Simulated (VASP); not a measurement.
A run of VASP 6.6.1:

The input INCAR:

```
PREC = Accurate
ENCUT = 600
EDIFF = 1E-7
ISMEAR = 0
SIGMA = 0.03
LREAL = False
LASPH = True
NELM = 80
ALGO = Normal
ISIF = 3
LWAVE = False
LCHARG = False
GGA = PS
IBRION = 2
NSW = 90
EDIFFG = -0.005
```

File KPOINTS:

```
regular mesh
0
Gamma
  8 8 8
```

POSCAR

```
CdSe                                    
1.0
   -0.0000000000      3.0462071933      3.0462071933
    3.0462071933     -0.0000000000      3.0462071933
    3.0462071933      3.0462071933      0.0000000000
  Cd              Se            
     1     1
Direct
     0.0000000000000000    0.0000000000000000    0.0000000000000000
     0.2500000000000000    0.2500000000000000    0.2500000000000000
```

Potentials or basis: VASP PAW PBE potentials, release 64 (Cd, Se).

Launch:

```console
$ cat potpaw_PBE.64/Cd/POTCAR potpaw_PBE.64/Se/POTCAR > POTCAR
$ mpirun -np 1 vasp_std > vasp.out
```

Hardware: 1 thread of AMD EPYC 7571, with other jobs on the host.

Question: How long does it take, and how much memory?

Answer: Run time: 54 s on 1 thread of AMD EPYC 7571 (shared host), peak memory 0.18 GiB. Counts: scf iterations 15, k points 29, ion steps 1.
